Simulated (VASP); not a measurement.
Write the native input for VASP 6.6.1 that does the following.

```
Task                   : relaxation of cell and atoms
Functional             : PBE
Potentials or basis    : VASP PAW PBE potentials, release 64 (Si)
Cutoff                 : 520 eV
k mesh                 : 20 × 20 × 11
Occupations            : gaussian, width 0.1 eV
Spin                   : no spin polarisation
Further INCAR settings : ALGO = Normal; EDIFF = 1e-06; IBRION = 2; EDIFFG = -0.01; NSW = 90; ISIF = 3
```

The structure of Si lies in POSCAR:

```
Si
1.0
    2.4440000000      0.0000000000      0.0000000000
   -1.2220000000      2.1165660900      0.0000000000
    0.0000000000      0.0000000000      4.1520000000
Si
2
Direct
    0.3333333300      0.6666666700      0.2500000000
    0.6666666700      0.3333333300      0.7500000000
```

This isn't the form of Si at room conditions, which is diamond.

One way to write it, as run:

INCAR

```
ALGO     = Normal         # electronic algorithm
EDIFF    = 1E-6           # SCF threshold, eV
EDIFFG   = -0.01          # ionic threshold
ENCUT    = 520            # plane-wave cutoff, eV
GGA      = PE             # functional
IBRION   = 2              # ionic algorithm
ISIF     = 3              # what is computed and relaxed
ISMEAR   = 0              # smearing method
LASPH    = True           # aspherical terms in the spheres
LCHARG   = False          # write CHGCAR
LREAL    = False          # projectors in reciprocal space
LWAVE    = False          # write WAVECAR
NELM     = 120            # most SCF steps
NSW      = 90             # ionic steps
PREC     = Accurate       # precision mode
SIGMA    = 0.1            # smearing width, eV
```

KPOINTS

```
k-points
0
Gamma
  20 20 11
```

Potentials or basis: VASP PAW PBE potentials, release 64 (Si).

Run with:

```bash
$ cat potpaw_PBE.64/Si/POTCAR > POTCAR
$ mpirun -np 1 vasp_std > vasp.out
```

Results of the run:

```yaml
Relaxed_volume: 14.35 Å³/atom
Relaxed_cell: a = 2.694 Å, b = 2.694 Å, c = 4.564 Å, α = 90.00°, β = 90.00°, γ = 120.00°
Space_group_after_relaxing_to_0.05_Å: P6_3/mmc (No. 194)
Energy_gained_by_relaxing: 416.7 meV/atom
Ionic_steps: 5
Pressure_after_relaxing: 0.0 GPa
Band_gap_on_the_k_mesh: none (metal or under the smearing width)
```

Caveat: the volume moved by over 15 % at a fixed basis, so the end points are rough; the volume moved by +34 % from the deposited cell, more than functionals usually miss.

Wall time 58 s on 1 thread of AMD EPYC 7R13 Processor (Zen 3), on a shared host, peak memory 0.12 GiB.
